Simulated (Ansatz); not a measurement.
## ZnS: what the electron mass says about interband coupling

Computed with DFT PBE, scalar-relativistic, plane waves, PAW (Ansatz).

Plane waves to 420 eV, a k mesh through Γ of 10×10×10 on the computed 2-atom cell and Gaussian smearing (0.02 eV); no spin polarisation.

Relaxed cell: F-43m, a = 5.443 Å, b = 5.443 Å, c = 5.443 Å, α = 90.00°, β = 90.00°, γ = 90.00°, 2 atoms in the primitive cell.

The direct gap at Γ is 2.016 eV, and at Γ the conduction band has a mass of 0.1677 mₑ and the lightest hole 0.1823 mₑ, both along x.

Q: Use two-band k·p theory to get the Kane energy. As an exercise, what mass follows if the true gap is 1.5 times the computed one (semilocal functionals can miss by more, threefold or worse in zinc and cadmium oxides)?

A: Coupling to the valence top alone gives mₑ/m* = 1 + E_P/E_g, so E_P = E_g (mₑ/m* − 1) = 2.016 × (5.96 − 1) = 10.0 eV. The light hole is the mirror band, mₑ/mₗₕ = E_P/E_g − 1, and gives 13.1 eV; the spread shows what other bands add. Fits to experiment give about 15 to 31 eV for common tetrahedral semiconductors; the figure from the electron is a net one, lowered by higher conduction bands, and semilocal functionals tend to give less. With E_P fixed and E_g = 3.02 eV the mass becomes 0.232 mₑ: in this model the mass grows with the gap, in proportion where E_P ≫ E_g, which is why functionals that close gaps give light electrons. A correction that opens the gap also strengthens the coupling, so the true mass usually rises less. Remote bands and spin-orbit splitting are left out of the model.